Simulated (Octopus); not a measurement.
HgS: equation of state with PBE

The system is HgS.

```
Hg S
1.0
     0.00000    2.92585    2.92585
     2.92585    0.00000    2.92585
     2.92585    2.92585    0.00000
Hg S
1 1
Direct
  0.00000 0.00000 0.00000
  0.75000 0.75000 0.75000
```

Measurements of this composition are mostly on another form, of space group No. 152.

| Item | Value |
| --- | --- |
| Program | Octopus 16.4 |
| Task | equation of state |
| Functional | PBE |
| Potentials or basis | pseudodojo_pbe (PseudoDojo 0.5, PBE) |
| k mesh | 8 × 8 × 8 |
| Occupations | fermi-dirac, width 0.05 eV |
| Spin | no spin polarisation |
| Eigensolver | chebyshev_filter |
| Volume scales | [0.94, 0.96, 0.98, 1.0, 1.02, 1.04, 1.06] |
| k-point symmetries used | yes |
| ConvRelDens | 3e-07 |
| ExtraStates | 6 |
| DerivativesOrder | 8 |

```yaml
Equilibrium_volume: "27.13 Å³/atom (rough: see the caveat)"
Bulk_modulus: 47 GPa (rough)
```

Energy against volume, from the lowest point:
```
volume (Å³/atom)  energy (meV/atom)
          23.544              88.79
          24.045              62.50
          24.546              41.61
          25.047              25.68
          25.548              13.11
          26.049               4.75
          26.550               0.00
```

All runs of the series together: 29 min on 1 thread of Arm Neoverse V1 (shared host).

Caveat: the minimum lies outside the volumes run; the number of grid points is fixed, so the spacing changes with the cell, which shifts volumes and moduli. Spin-orbit coupling is left out, which matters for the levels of Hg.
